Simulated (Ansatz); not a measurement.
## In: relaxation of cell and atoms with PBEsol+D3(BJ)

In:

```xyz
2
Lattice="3.3355 0.0000 0.0000 -1.6677 2.8886 0.0000 0.0000 0.0000 5.5091" Properties=species:S:1:pos:R:3 pbc="T T T"
In    1.6677    0.9629    4.1319
In    0.0000    1.9257    1.3773
```

This isn't the form of In at room conditions, which is tetragonal.

| Property | Result |
| --- | --- |
| Program | Ansatz 0.2.0 |
| Task | relaxation of cell and atoms |
| Functional | PBEsol |
| Dispersion | D3(BJ) |
| Potentials or basis | Ansatz PAW |
| Cutoff | 420 eV (not typed: the program's choice for these potentials) |
| k mesh | 9 × 9 × 5 |
| Occupations | fermi-dirac, width 0.05 eV |
| Spin | no spin polarisation |

```
Relaxed volume                         : 24.32 Å³/atom
Relaxed cell                           : a = 3.255 Å, b = 3.255 Å, c = 5.299 Å, α = 90.00°, β = 90.00°, γ = 120.00°
Space group after relaxing (to 0.05 Å) : P6_3/mmc (No. 194)
Energy gained by relaxing              : 28.2 meV/atom
Ionic steps                            : 5
Pressure after relaxing                : 0.0 GPa
Band gap on the k mesh                 : none (metal or under the smearing width)
```

The path:
```
step  energy change (eV)  largest force (eV/Å)  volume (Å³)
   1              0.0000                0.0000        53.08
   2             -0.0560                0.0000        48.69
   3             -0.0574                0.0000        48.54
   4             -0.0574                0.0000        48.64
   5             -0.0564                0.0000        48.64
```

Final structure:
```cif
data_structure
_symmetry_space_group_name_H-M 'P 1'
_symmetry_Int_Tables_number 1
_cell_length_a 3.2554
_cell_length_b 3.2554
_cell_length_c 5.2994
_cell_angle_alpha 90.000
_cell_angle_beta 90.000
_cell_angle_gamma 120.000
_cell_volume 48.64
loop_
_atom_site_label
_atom_site_type_symbol
_atom_site_fract_x
_atom_site_fract_y
_atom_site_fract_z
_atom_site_occupancy
In1 In 0.66667 0.33333 0.75000 1
In2 In 0.33333 0.66667 0.25000 1
```

Levels at points of the mesh, in eV from the Fermi level:
```tsv
k point	band 11	band 12	band 13	band 14	band 15	band 16
(0.00, 0.00, 0.00)	-10.12	-4.37	-3.74	8.76	8.76	10.72
```

Run time: 10 s on 2 threads of Intel(R) Xeon(R) Processor @ 2.50GHz (Skylake/Cascade Lake), on a shared host, peak memory 0.37 GiB.

Caveat: the plane-wave basis is chosen anew once the cell has moved, so the energies of steps on either side of that aren't comparable; pairwise dispersion overbinds metals, which lowers pressure and volume; the PAW data sets come from PBE, with cores solved anew for the run's functional, which leaves a small shift of forces and pressure.
